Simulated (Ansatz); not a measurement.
GaCo, 2 atoms in the cell. Symmetry: Pm-3m, No. 221, cubic system. The conventional cell has a = 2.878 Å, b = 2.878 Å, c = 2.878 Å, α = 90.00°, β = 90.00°, γ = 90.00°. Around Ga (site symmetry m-3m) lie 8 Co at 2.49 Å. Co (site symmetry m-3m) has 8 Ga at 2.49 Å as nearest neighbours. 

```yaml
Program: Ansatz 0.2.0
Task: relaxation of cell and atoms
Functional: r2SCAN
Potentials_or_basis: Ansatz PAW
Cutoff: "500 eV (not typed: the program's choice for these potentials)"
k_mesh: 9 × 9 × 9
Occupations: fermi-dirac, width 0.05 eV
Spin: collinear spin, ferromagnetic start
Starting_moments: "[0.0, 2.0] μB"
Target_pressure: 30 GPa
Target_pressure_GPa: 30
```

Potentials or basis: Ansatz PAW.

Command:

```sh
$ ansatz run input.yaml --threads 2 --pin off --max-ram 5632MiB --backend cpu --events-out ev --progress --plain --runs-dir out
```

Hardware: 2 threads of Arm Neoverse V1, with other jobs on the host.

Question: Estimate the wall time of this run.

Answer: Wall time 31 s on 2 threads of Arm Neoverse V1, on a shared host, peak memory 0.4 GiB. Counts: scf iterations 88, plane waves 485, k points 35, bands 20, ion steps 7.
